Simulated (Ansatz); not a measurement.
# C11O: the cost of one run

Computed with Ansatz 0.2.0 (DFT PBE+D3(BJ), scalar-relativistic, plane waves, PAW, unless a step's input says otherwise).

11 further runs of the same task are left out: 11 set aside as unsound or not needed. Runs told in other sessions of the task aren't counted.

## 1. The structure to begin with

It takes space group R-3m (No. 166, trigonal). The conventional cell has a = 2.465 Å, b = 2.465 Å, c = 10.075 Å, α = 90.00°, β = 90.00°, γ = 120.00°. C (site symmetry 3m) is surrounded by 3 C at 1.42 Å.

Coordinates:

```
C
1.0
     1.23248    0.71157    3.35822
    -1.23248    0.71157    3.35822
     0.00000   -1.42314    3.35822
C
2
Direct
  0.16661 0.16661 0.16661
  0.83339 0.83339 0.83339
```

It is the result of an earlier relaxation at this level (volume 8.84 Å³/atom; gap on the mesh: 0.65 eV).

## 3. Setting up the map

Atoms count from 1 in the order of the input.

CO (O end down) is moved over the surface cell at a fixed height above a rigid substrate; the origin of the map has the adsorbate above C9; the height is held at 2.70 Å.

- position of O11 along the first surface vector, from above C9: 4 values from 0.00 to 0.75, periodic
- position of O11 along the second surface vector, from above C9: 4 values from 0.00 to 0.75, periodic

Nothing else is relaxed. Points are written as (first, second).

The two vectors of the plane (Å): (3.647, 0.000, 0.000); (-1.666, 3.931, 0.000).

(The set-up runs are not shown.)

## 4. The run at (2/4, 0/4) of the map's two axes

Input file input.yaml:

```yaml
crystal:
  lattice:
    - [3.6473242347, 0.0, 0.0]
    - [-1.6658829406, 3.931015097, 0.0]
    - [0.0, 0.0, 23.1809581692]
  atoms:
    - { symbol: C, position: [0.500179934, 0.3333933113, 0.1725554212] }
    - { symbol: C, position: [0.499820066, 0.6666066887, 0.1725554212] }
    - { symbol: C, position: [0.500179934, 0.8333933113, 0.2257231425] }
    - { symbol: C, position: [0.499820066, 0.1666066887, 0.2257231425] }
    - { symbol: C, position: [0.5000212331, 0.3353169669, 0.2788716798] }
    - { symbol: C, position: [0.4999787669, 0.6646830331, 0.2788716798] }
    - { symbol: C, position: [0.5001286273, 0.8366480408, 0.3322552327] }
    - { symbol: C, position: [0.4998713727, 0.1633519592, 0.3322552327] }
    - { symbol: C, position: [0.4997623703, 0.3544335274, 0.3809574266] }
    - { symbol: C, position: [0.5002376297, 0.6455664726, 0.3809574266] }
    - { symbol: O, position: [0.9997623703, 0.3544335274, 0.4974323358] }
    - { symbol: C, position: [0.9997623703, 0.3544335274, 0.5470420194] }
basis:
  ecutwfc: 420
kpoints:
  mp_grid: { grid: [8, 7, 1] }
hamiltonian:
  xc: pbe
  pseudopotentials: { kind: paw, azcp: { folder: soft_1 } }
  dispersion: d3bj
scf:
  occupations: { method: gaussian, width: 0.05 }
output:
  forces: true
  eigenvalues: true
efield:
  axis: 3
  dipole_correction: true
  ramp_width: 0.04
```

Launch:

```bash
$ ansatz run input.yaml --threads 1 --pin off --max-ram 3072MiB --backend cpu --events-out ev --progress --plain --runs-dir out
```

Q: Estimate wall time and peak memory on 1 thread of Arm Neoverse V2, shared host.

About 41 s, with a peak of 0.56 GiB.
